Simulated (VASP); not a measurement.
# Zr: relaxation of cell and atoms with PBE

The system is Zr.

```xyz
3
Lattice="5.0328 0.0000 0.0000 -2.5164 4.3585 0.0000 0.0000 0.0000 3.1324" Properties=species:S:1:pos:R:3 pbc="T T T"
Zr    2.5164    1.4528    1.5662
Zr    0.0000    2.9057    1.5662
Zr    0.0000    0.0000    0.0000
```

The cell was built by a generator and needn't be a form met in nature.

| Property | Result |
| --- | --- |
| Program | VASP 6.6.1 |
| Task | relaxation of cell and atoms |
| Functional | PBE |
| Potentials or basis | VASP PAW PBE potentials, release 64 (Zr_sv) |
| Cutoff | 600 eV |
| k mesh | 12 × 12 × 14 |
| Occupations | gaussian, width 0.1 eV |
| Spin | no spin polarisation |
| Further INCAR settings | ALGO = Normal; EDIFF = 1e-07; IBRION = 2; EDIFFG = -0.004; NSW = 80; ISIF = 3 |

| Quantity | Value |
| --- | --- |
| Relaxed volume | 23.12 Å³/atom |
| Relaxed cell | a = 5.043 Å, b = 5.043 Å, c = 3.149 Å, α = 90.00°, β = 90.00°, γ = 120.00° |
| Space group after relaxing (to 0.05 Å) | P6/mmm (No. 191) |
| Energy gained by relaxing | 0.7 meV/atom |
| Ionic steps | 4 |
| Pressure after relaxing | 0.0 GPa |
| Band gap on the k mesh | none (metal or under the smearing width) |

Step by step:
```csv
step,energy change (eV),largest force (eV/Å),pressure (GPa),volume (Å³)
1,0.0000,0.0000,0.91,68.71
2,-0.0002,0.0000,-0.89,70.02
3,-0.0020,0.0000,-0.03,69.38
4,-0.0021,0.0000,0.00,69.36
```

Final structure:
```yaml
crystal:
  lattice:
    - [5.04318, 0.00000, 0.00000]
    - [-2.52159, 4.36752, 0.00000]
    - [0.00000, 0.00000, 3.14884]
  atoms:
    - { symbol: Zr, position: [0.66667, 0.33333, 0.50000] }
    - { symbol: Zr, position: [0.33333, 0.66667, 0.50000] }
    - { symbol: Zr, position: [0.00000, 0.00000, 0.00000] }
```

Levels at points of the mesh, in eV from the Fermi level:
| k point | band 15 | band 16 | band 17 | band 18 | band 19 | band 20 | band 21 | band 22 |
| --- | --- | --- | --- | --- | --- | --- | --- | --- |
| (0.00, 0.00, 0.00) | -0.51 | -0.51 | -0.46 | -0.46 | -0.18 | 0.83 | 1.62 | 1.62 |
| (0.50, 0.00, 0.00) | -2.90 | -0.61 | -0.58 | -0.48 | 0.01 | 0.68 | 1.12 | 1.56 |
| (0.00, 0.00, 0.50) | -2.15 | -1.87 | -1.87 | -1.39 | 1.19 | 1.19 | 1.64 | 1.64 |
| (0.50, 0.00, 0.50) | -1.92 | -1.46 | -0.78 | -0.49 | 0.31 | 0.92 | 1.15 | 1.40 |

Wall time 9.7 min on 1 thread of Intel(R) Xeon(R) Platinum 8488C (Sapphire Rapids) (shared host), peak memory 0.37 GiB.
